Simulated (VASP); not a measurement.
MoS2:

```xyz
3
Lattice="1.5855 0.9154 6.1150 -1.5855 0.9154 6.1150 0.0000 -1.8308 6.1150" Properties=species:S:1:pos:R:3 pbc="T T T"
Mo    0.0000    0.0000    0.0000
S     0.0000    0.0000    4.5862
S     0.0000    0.0000   13.7587
```

Measurements of this composition are mostly on another form, of space group No. 194.

* Program: VASP 6.6.1
* Task: relaxation of cell and atoms
* Functional: PBE
* Dispersion: D2
* Potentials or basis: VASP PAW PBE potentials, release 64 (Mo_sv, S)
* Cutoff: 600 eV
* k mesh: 10 × 10 × 10
* Occupations: fermi-dirac, width 0.05 eV
* Spin: no spin polarisation

At the start: pressure 7.0 GPa; volume 17.75 Å³/atom.

Problem. How do energy, volume and symmetry change on relaxing?

Solution. Over 11 steps the energy falls by 20.1 meV/atom and the volume is 18.09 Å³/atom (+1.9 %); space group R-3m (No. 166, to 0.05 Å).

The path:
| step | energy change (eV) | largest force (eV/Å) | pressure (GPa) | volume (Å³) |
| --- | --- | --- | --- | --- |
| 1 | 0.0000 | 0.9857 | 6.96 | 53.25 |
| 2 | 0.1462 | 1.4041 | -10.89 | 59.41 |
| 3 | -0.0581 | 0.0330 | -0.36 | 55.28 |
| 4 | -0.0581 | 0.0596 | -0.16 | 55.21 |
| 5 | -0.0581 | 0.0763 | -0.03 | 55.17 |
| 6 | -0.0586 | 0.0691 | 0.00 | 55.07 |
| 7 | -0.0596 | 0.0472 | 0.08 | 54.78 |
| 8 | -0.0602 | 0.0018 | 0.27 | 54.19 |
| 9 | -0.0600 | 0.0858 | -0.52 | 54.39 |
| 10 | -0.0603 | 0.0341 | -0.05 | 54.27 |
| 11 | -0.0604 | 0.0094 | 0.10 | 54.26 |

Final structure:
```cif
data_structure
_symmetry_space_group_name_H-M 'P 1'
_symmetry_Int_Tables_number 1
_cell_length_a 6.3779
_cell_length_b 6.3779
_cell_length_c 6.3779
_cell_angle_alpha 29.095
_cell_angle_beta 29.095
_cell_angle_gamma 29.095
_cell_volume 54.26
loop_
_atom_site_label
_atom_site_type_symbol
_atom_site_fract_x
_atom_site_fract_y
_atom_site_fract_z
_atom_site_occupancy
Mo1 Mo 0.00000 0.00000 0.00000 1
S1 S 0.24766 0.24766 0.24766 1
S2 S 0.75234 0.75234 0.75234 1
```

Caveat: atom-pairwise D2, TS and ULG terms overbind metals; pairwise dispersion overbinds metals, which lowers pressure and volume.
